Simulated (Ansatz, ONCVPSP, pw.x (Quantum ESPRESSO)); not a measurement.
**What a changed setting does to a pw.x run (bcc N)**

Potential: optimised norm-conserving Vanderbilt (ONCV), ONCVPSP 4.0.1, PBE; core [He], reference 2s2 2p3; waves: 2s: rc 0.80 bohr, ncon 4, nbas 8, qcut 7.8 1/bohr, local; 2p: rc 2.05 bohr, ncon 4, nbas 8, qcut 7.3 1/bohr, 2 projectors, debl 1.2 Ha; d scattering state at 0.43 Ha: rc 1.75 bohr, ncon 4, nbas 8, qcut 6.1 1/bohr, 2 projectors, debl 0.9 Ha; local part: the s channel; core correction: Teter function, fcfact 3, rcfact 1.2.

The reference run (k-mesh 18³, cutoffs 145/580 Ry, Fermi–Dirac 0.01 Ry, mixing_beta 0.4, conv_thr 1e-9, no spin) gives -0.28 GPa at 7.247 Å³/atom, where all-electron LAPW gives -0.09 GPa. This run, with its own iteration cap, changes smearing to mv.

```
&control
  calculation='scf', prefix='x', pseudo_dir='./', outdir='./tmp', tstress=.true., disk_io='none'
/
&system
  ibrav=0, nat=1, ntyp=1, ecutwfc=145, ecutrho=580, nbnd=9,
  occupations='smearing', smearing='mv', degauss=0.01
/
&electrons
  conv_thr=1e-09, mixing_beta=0.4, electron_maxstep=50
/
ATOMIC_SPECIES
N 1.0 N.UPF
CELL_PARAMETERS angstrom
  -1.21908154 1.21908154 1.21908154
  1.21908154 -1.21908154 1.21908154
  1.21908154 1.21908154 -1.21908154
ATOMIC_POSITIONS crystal
N 0.0000 0.0000 0.0000
K_POINTS automatic
18 18 18 0 0 0
```

```bash
pw.x < N.scf.in > N.scf.out
```

**Question.** How does the run end?

**Answer.** It converges in 5 iterations; the free energy moves by +18.4 meV/atom and the pressure by -0.72 GPa. This scheme is built to cancel the term in the square of the width that Fermi–Dirac smearing leaves in the F of a metal.

```
Message from routine setup:
     using ibrav=0 with symmetry is DISCOURAGED, use correct ibrav instead
     lattice parameter (alat)  =       3.9902  a.u.
     unit-cell volume          =      48.9052 (a.u.)^3
     number of electrons       =         5.00
     number of Kohn-Sham states=            9
     kinetic-energy cutoff     =     145.0000  Ry
     charge density cutoff     =     580.0000  Ry
     scf convergence threshold =      1.0E-09
     Exchange-correlation= PBE
     number of k points=   195  Marzari-Vanderbilt smearing, width (Ry)=  0.0100
     iteration #  1     ecut=   145.00 Ry     beta= 0.40
     total energy              =     -19.61742831 Ry
     estimated scf accuracy    <       0.00046996 Ry
     iteration #  2     ecut=   145.00 Ry     beta= 0.40
     total energy              =     -19.61750605 Ry
     estimated scf accuracy    <       0.00014073 Ry
     iteration #  3     ecut=   145.00 Ry     beta= 0.40
     total energy              =     -19.61752259 Ry
     estimated scf accuracy    <       0.00000587 Ry
     iteration #  4     ecut=   145.00 Ry     beta= 0.40
     total energy              =     -19.61752311 Ry
     estimated scf accuracy    <          3.2E-09 Ry
     iteration #  5     ecut=   145.00 Ry     beta= 0.40
     the Fermi energy is     8.9925 ev
!    total energy              =     -19.61752311 Ry
     estimated scf accuracy    <          8.8E-10 Ry
     smearing contrib. (-TS)   =      -0.00009356 Ry
     The total energy is F=E-TS. E is the sum of the following terms:
     one-electron contribution =       3.57063795 Ry
     hartree contribution      =       1.51621696 Ry
     xc contribution           =      -4.95786735 Ry
     ewald contribution        =     -19.74641711 Ry
     convergence has been achieved in   5 iterations
          total   stress  (Ry/bohr**3)                   (kbar)     P=       -9.93
     Message from routine punch:
     Nothing written, as per user request (disk_io='none')
```

The run took about 30 s on one core of a shared host (Intel(R) Xeon(R) Platinum 8259CL CPU @ 2.50GHz, 96 threads, 377 GiB, load 63).
